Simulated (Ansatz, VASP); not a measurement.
# One calculation of CaS (Oldhamite), two programs

```
Ca S
1.0
     0.00000    2.85603    2.85603
     2.85603    0.00000    2.85603
     2.85603    2.85603    0.00000
Ca S
1 1
Direct
  0.00000 0.00000 0.00000
  0.50000 0.50000 0.50000
```

Alike in both runs: functional PBE; k mesh 8 × 8 × 8; occupations gaussian, width 0.02 eV; no spin polarisation.

Ansatz relaxed the structure, and its values are those at the end. VASP's run is a single point on that final structure, the one shown.

|  | VASP | Ansatz |
| --- | --- | --- |
| version | VASP 6.6.1 | Ansatz 0.2.0 |
| potentials or method | VASP PAW PBE potentials, release 64 (Ca_sv, S) | scalar-relativistic, plane waves, PAW |
| plane-wave cutoff (eV) | 520 | 420 |
| valence electrons in the cell | 16 | 16 |

VASP gave:

* gap on the k mesh at the Fermi level (eV): 2.38
* least direct gap on the mesh (eV): 3.18
* pressure (GPa): 0.1

Q: What did Ansatz give for the same quantities?

A: gap on the k mesh at the Fermi level (eV): 2.38; least direct gap on the mesh (eV): 3.18; pressure (GPa): 0.0.

The functional is the same, so the differences come from potentials, cutoffs and numerics.

A k mesh can miss the band edges. As with any semilocal functional, this PBE gap is likely too small.
